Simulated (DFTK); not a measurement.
A run of DFTK 0.8.2:

File run.jl:

```julia
using DFTK
using PseudoPotentialData
using Unitful, UnitfulAtomic
using LinearAlgebra, Printf
include("save.jl")
disable_threading()

# lattice vectors are the columns
lattice = austrip(1u"Å") * [  2.7784220849            0.0  -1.3434310986;
                      0.0     3.28160879            0.0;
                      0.0            0.0   3.9902731763]
symbols   = [:Ga, :Ga]
positions = [[0.13459627, 0.75, 0.77016683],
             [0.86540373, 0.25, 0.22983317]]
pseudopotentials = Dict(:Ga => "Ga.upf")
elements = Dict(s => ElementPsp(s, pseudopotentials; rcut=10.0) for s in unique(symbols))
atoms    = [elements[s] for s in symbols]

build_model(lattice, positions; symmetries=true) =
    model_DFT(lattice, atoms, positions;
              functionals=[:gga_x_wc, :gga_c_pbe],
              temperature=austrip(0.05u"eV"),
              smearing=Smearing.FermiDirac(),
              symmetries)
Ecut  = 45.0  # hartree
kgrid = [7, 5, 5]
tol   = 1e-6
to_GPa = ustrip(uconvert(u"GPa", 1u"hartree/bohr^3"))

model = build_model(lattice, positions)
basis = PlaneWaveBasis(model; Ecut, kgrid)
display(basis)
scfres = self_consistent_field(basis;
                               tol,
                               nbandsalg=AdaptiveBands(model; n_bands_converge=18))
display(scfres.energies)
@printf "Fermi level: %.6f eV\n" ustrip(auconvert(u"eV", something(scfres.εF, NaN)))
forces = compute_forces_cart(scfres)
println("Forces (eV/Å)")
for (s, f) in zip(symbols, forces)
    @printf "%-3s %12.6f %12.6f %12.6f\n" s ustrip.(auconvert.(u"eV/Å", f))...
end
stress = compute_stresses_cart(scfres)
println("Stress (GPa)")
display(round.(stress * to_GPa; digits=4))
println("Levels at the first k-point (eV): ", round.(ustrip.(auconvert.(u"eV", scfres.eigenvalues[1][1:scfres.n_bands_converge])); digits=4))
save_scf!(scfres; forces, stress)
```

Potentials or basis: SG15 1.2 (PBE).

Command:

```console
$ julia --threads=1 run.jl  # save.jl only writes the numbers to a file and isn't shown; printed stress counts tension as positive; times include loading and compiling
```

Hardware: 1 thread of AMD EPYC 9R45 96-Core Processor (Zen 5), with other jobs on the host.

Q: Estimate the wall time of this run.

A: Wall time 120 s on 1 thread of AMD EPYC 9R45 96-Core Processor (Zen 5), on a shared host, peak memory 2 GiB. Counts: scf iterations 13, k points 54, plane waves 3567, bands 18.
